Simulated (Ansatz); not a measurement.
ZnTe (zinc blende)

```xyz
4
Lattice="0.0000 6.1791 6.1791 3.0895 0.0000 3.0895 3.0895 3.0895 0.0000" Properties=species:S:1:pos:R:3 pbc="T T T"
Te     4.6343     4.6343     4.6343
Te     4.6343     7.7239     7.7239
Zn     0.0000     0.0000     0.0000
Zn     0.0000     3.0895     3.0895
```

In each cell atom 1 (Te, nearest neighbour Zn at 2.676 Å; its periodic images, 4.4 Å or more away, move with it) moves by s·(0.000, 0.000, 1.000) (along Cartesian z), the rest being held.

Method: PBE (plane waves to 420 eV, PAW, scalar-relativistic; Ansatz, a quantum-chemistry and plane-wave program). k mesh 4×8×8 (Γ-centred), Fermi-Dirac smearing 0.05 eV. E stands for the smeared free energy. Spin-orbit coupling is left out, though Te is heavy. ZnTe was relaxed with its symmetry unable to fall. The zero of ΔE is the undisplaced structure.

```
s (Å)   ΔE (meV/cell)
------  -------------
-0.540            774
-0.432            504
-0.324       withheld
-0.216            129
-0.108             32
0.000               0
0.108              32
0.216             128
0.324             284
0.432             498
0.540             764
```

Question: Fit a polynomial form (powers 2, 3, 4) to the given rows and predict ΔE at s = -0.324.

Answer: Least squares on the 10 given rows: ΔE = (2768)·s² + (-33.20)·s³ + (-447.3)·s⁴, in meV/cell with s in Å; root-mean-square residual 0.3 meV/cell. At -0.324 the fit gives 287 meV/cell; the calculation gives 287 meV/cell, the same to the digits shown. The quadratic term alone would give 291 meV/cell.

(A displaced cell: forces are minus the slopes of the energy, force constants its curvatures, and phonons follow from these.)
